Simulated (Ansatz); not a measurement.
An Ansatz run on ZnO (rocksalt) left the output below. The starting cell comes from a relaxation with PBE.

Structure:
```
Zn O
1.0
     0.00000    2.16507    2.16507
     2.16507    0.00000    2.16507
     2.16507    2.16507    0.00000
Zn O
1 1
Direct
  0.00000 0.00000 0.00000
  0.50000 0.50000 0.50000
```

What the program printed (shortened):
```
Functional definition: PBEsol
Crystal: 2 atoms, lattice volume = 20.298 Å³
Basis set: ecut = 420 eV, 411 PW (Γ)
Bands: 13, of which v1, the nominal top of the filled ones, is band 9 counted from 1 (8 counted from 0)
Symmetry: 48 space group operations
Space group: Fm-3m (ITA 225)
k-points: 47 of 1000
preconditioner: auto → none  [insulator: Δε(μ)=0.548 eV  σ=0.020 eV  ℏωp=35.0 eV]
SCF 1 converged in 6 iterations: F = -3841.882680 eV  dr2 = 2.48e-8
relax step 1: F+E_penalty+E_count = -3841.88267958 eV  P = -7.690 GPa  Ω = 20.298 Å³
SCF 2 converged in 6 iterations: F = -3841.904035 eV  dr2 = 8.53e-10
relax step 2: F+E_penalty+E_count = -3841.90403474 eV  P = -3.169 GPa  Ω = 19.757 Å³
SCF 3 converged in 6 iterations: F = -3841.909359 eV  dr2 = 8.00e-10
relax step 3: F+E_penalty+E_count = -3841.90935930 eV  P = +0.246 GPa  Ω = 19.396 Å³
SCF 4 converged in 6 iterations: F = -3841.909238 eV  dr2 = 4.12e-12
relax step 4: F+E_penalty+E_count = -3841.90923814 eV  P = -0.007 GPa  Ω = 19.421 Å³
SCF 5 converged in 6 iterations: F = -3841.905328 eV  dr2 = 9.82e-13
relax step 5: F+E_penalty+E_count = -3841.90532802 eV  P = -0.259 GPa  Ω = 19.421 Å³  (SCF on a basis re-selected at this cell)
SCF 6 converged in 6 iterations: F = -3841.905498 eV  dr2 = 7.82e-12
relax step 6: F+E_penalty+E_count = -3841.90549817 eV  P = -0.001 GPa  Ω = 19.395 Å³
SCF 7 converged in 8 iterations: F = -3841.905351 eV  dr2 = 4.24e-18
relax step 7: F+E_penalty+E_count = -3841.90535094 eV  P = -0.008 GPa  Ω = 19.395 Å³  (SCF on a basis re-selected at this cell)
Free energy (F): -3841.905351 eV
Fermi energy:    10.541539 eV
--- Stress (GPa, compression-positive) ---
       -0.007655       0.000000       0.000000
        0.000000      -0.007655       0.000000
        0.000000       0.000000      -0.007655
  P = ⅓ Tr σ = -0.0077 GPa (-0.077 kbar)
--- Relaxed structure (5 steps of the walk, 5 accepted, 2 SCFs on fresh bases) ---
  F+E_penalty+E_count = -3841.90535094 eV
  cell:  # Å, volume = 19.3951 Å³
    - [0.000000, 2.132492, 2.132492]
    - [2.132492, 0.000000, 2.132492]
    - [2.132492, 2.132492, 0.000000]
  atoms:
    - { symbol: Zn, position: [0.000000, 0.000000, 0.000000] }
    - { symbol: O, position: [0.500000, 0.500000, 0.500000] }
```

Question: Reconstruct the input.

Answer:
```yaml
crystal:
  # lattice and atoms as above
kpoints:
  mp_grid: { grid: [10, 10, 10] }
hamiltonian:
  xc: pbesol
scf:
  occupations: { method: fermi_dirac, width: 0.02 }
relax:
  f_tol: 0.005
  cell: {}
```
The relax steps with a changing cell volume need the relax block with cell. Not every key shows in the log; this is the file that was used.

Command: `ansatz run input.yaml --threads 2 --pin off --max-ram 2211MiB --backend cpu --events-out ev --progress --plain --runs-dir out`.

No spin polarisation. The prototype was imposed, so other structures may be more stable.
